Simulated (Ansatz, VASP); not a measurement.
# One calculation of TaN, two programs

INCAR

```
SYSTEM = TaN
ALGO = Normal ; EDIFF = 1E-7
ENCUT = 520 ; GGA = PS
ISIF = 2 ; ISMEAR = -1
LASPH = .True. ; LCHARG = .False.
LREAL = .False. ; LWAVE = .False.
NBANDS = 15 ; NELM = 80
PREC = Accurate ; SIGMA = 0.05
```

Contents of KPOINTS:

```
k-points
0
Gamma
  8 8 6
  0 0 0
```

Contents of POSCAR:

```
TaN
1.0
    2.9380000000      0.0000000000      0.0000000000
   -1.4690000000      2.5443826363      0.0000000000
    0.0000000000      0.0000000000      2.8830000000
Ta N
1 1
Direct
    0.0000000000      0.0000000000      0.5000000000
    0.6666666667      0.3333333333      0.0000000000
```

File input.yaml:

```yaml
crystal:
  lattice:
    - [2.938, 0.0, 0.0]
    - [-1.469, 2.5443826363, 0.0]
    - [0.0, 0.0, 2.883]
  atoms:
    - { symbol: Ta, position: [0.0, 0.0, 0.5] }
    - { symbol: "N", position: [0.6666666667, 0.3333333333, 0.0] }
kpoints:
  mp_grid: { grid: [8, 8, 6] }
scf:
  occupations: { method: fermi_dirac, width: 0.05 }
hamiltonian:
  xc: pbesol
  pseudopotentials: { kind: all_electron, datasets: crystal }
output:
  forces: true
  stress: true
  eigenvalues: true
```

Alike in both runs: task single point; functional PBEsol; k mesh 8 × 8 × 6; occupations fermi-dirac, width 0.05 eV; no spin polarisation.

|  | VASP | Ansatz |
| --- | --- | --- |
| version | VASP 6.6.1 | Ansatz 0.2.0 |
| potentials or method | VASP PAW PBE potentials, release 64 (Ta_pv, N) | all-electron PAW datasets made for the crystal |
| plane-wave cutoff (eV) | 520 | see its input |

```csv
,VASP,Ansatz,Ansatz less VASP
gap on the k mesh at the Fermi level (eV),none,none,-
pressure (GPa),-4.1,-4.8,-0.69
largest component of the traceless stress (GPa),0.64,0.77,+0.132
```

A gap of «none» marks a metal or a gap that the smearing closes. Ansatz ran all-electron here, so the differences hold the error of VASP's frozen core and of both bases.

Caveats: the k mesh is coarse (spacing up to 0.36 Å⁻¹), so the values aren't converged; the PAW data sets were made with another functional, which shifts forces and pressure a little (VASP); the k mesh is thin for a metal, which can move the energy by tens of meV per atom (Ansatz). The runs have no spin-orbit coupling, so splittings on Ta are missing.
